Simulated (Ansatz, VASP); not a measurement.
## Two plane-wave programs on Pb

```
Pb
1.0
     3.47352    0.00000    0.00000
     0.00000    3.47352    0.00000
     0.00000    0.00000    3.47352
Pb
1
Direct
  0.00000 0.00000 0.00000
```

Alike in both runs: task single point; functional BLYP; k mesh 15 × 15 × 15; occupations fermi-dirac, width 0.1 eV; no spin polarisation.

|  | VASP | Ansatz |
| --- | --- | --- |
| version | VASP 6.6.1 | Ansatz 0.2.0 |
| potentials or method | VASP PAW PBE potentials, release 64 (Pb_d) | plane waves (420 eV) with PAW, scalar-relativistic |
| plane-wave cutoff (eV) | 520 | 420 |
| valence electrons in the cell | 14 | 14 |

|  | VASP | Ansatz | Ansatz less VASP |
| --- | --- | --- | --- |
| pressure (GPa) | -2.3 | -2.3 | -0.01 |

Caveats: the PAW data sets were made with another functional, which shifts forces and pressure a little (VASP). Spin-orbit coupling is left out, which matters for the levels of Pb.
